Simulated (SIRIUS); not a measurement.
**MoS2 under changes of volume**

One of the cells (17.728 Å³/atom); the others are scaled copies at fixed shape and fractional positions:

```
Mo S
1.0
     1.58000    0.91221    6.15000
    -1.58000    0.91221    6.15000
     0.00000   -1.82443    6.15000
Mo S
1 2
Direct
  0.00000 0.00000 0.00000
  0.41700 0.41700 0.41700
  0.25000 0.25000 0.25000
```

Measurements of this composition are mostly on another form, of space group No. 194.

* Program: SIRIUS 7.12.0
* Functional: PBEsol
* Potentials or basis: PseudoDojo 0.4.1 PBEsol standard (scalar relativistic)
* Cutoff: 1102 eV
* Density cutoff: 4408 eV
* k mesh: 10 × 10 × 10
* Occupations: fermi-dirac, width 0.05 eV
* Spin: no spin polarisation

```tsv
volume (Å³/atom)	energy over the lowest point (meV/atom)	pressure (GPa)	gap on the mesh (eV)	largest force (eV/Å)
16.664	37.60	11.5	0.85	1.426
17.019	16.76	7.4	0.87	1.010
17.373	?	?	?	?
17.728	0.00	0.4	0.91	0.268
18.083	2.42	-2.6	0.93	0.145
18.437	11.06	-5.2	0.94	0.447
18.792	25.29	-7.6	0.96	0.728
```

Question: What does the run at 17.373 Å³/atom give?

Answer: Energy over the lowest point 4.52 meV/atom; pressure 3.7 GPa; gap on the mesh 0.89 eV; largest force 0.625 eV/Å.

Worked out: A Birch-Murnaghan fit of order 3 (a polynomial in V^(-2/3)) to the other rows has its minimum at 17.78 Å³/atom with B0 = V·E''(V) = 155 GPa and B' = 4.4 at fixed shape and positions, which overstates the stiffness. It gives 4.54 meV/atom at 17.373 Å³/atom, against the run's 4.52, and -dE/dV = 3.7 GPa, against 3.7. A straight line through the other rows of the gap, of slope 0.911 eV per unit of ln V, gives 0.89 eV, against the run's 0.89.

Energies are extrapolated to zero smearing.

Caveats: forces of over 1 eV/Å show positions far from the minimum, so gaps and moduli don't describe the material at rest (some runs).

A mesh can miss the band edges. Spin-orbit coupling on Mo is left out.
